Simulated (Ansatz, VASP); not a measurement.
## Two plane-wave programs on Ta

```
CELL_PARAMETERS angstrom
0.00000 2.05074 2.05074
2.05074 0.00000 2.05074
2.05074 2.05074 0.00000
ATOMIC_POSITIONS crystal
Ta 0.00000 0.00000 0.00000
```

Alike in both runs: task relaxation of cell and atoms; functional LDA; k mesh 17 × 17 × 17; occupations fermi-dirac, width 0.05 eV; no spin polarisation.

```csv
,VASP,Ansatz
version,VASP 6.6.1,Ansatz 0.2.0
potentials or method,"VASP PAW LDA potentials, release 64 (Ta_pv)","PAW with Ansatz's default frozen-core files, scalar-relativistic"
plane-wave cutoff (eV),600,420
valence electrons in the cell,11,13
```

Ansatz gave:

- relaxed volume (Å³/atom): 17.76
- relaxed cell length with the largest relative difference (Å): 2.928
- energy change over the relaxation (meV/atom): -10

Task: Estimate VASP's values.

Result: Relaxed volume (Å³/atom): 17.82; relaxed cell length with the largest relative difference (Å): 2.932; energy change over the relaxation (meV/atom): -13.

The two sets of potentials don't hold the same shells in valence.

The runs have no spin-orbit coupling, so splittings on Ta are missing.
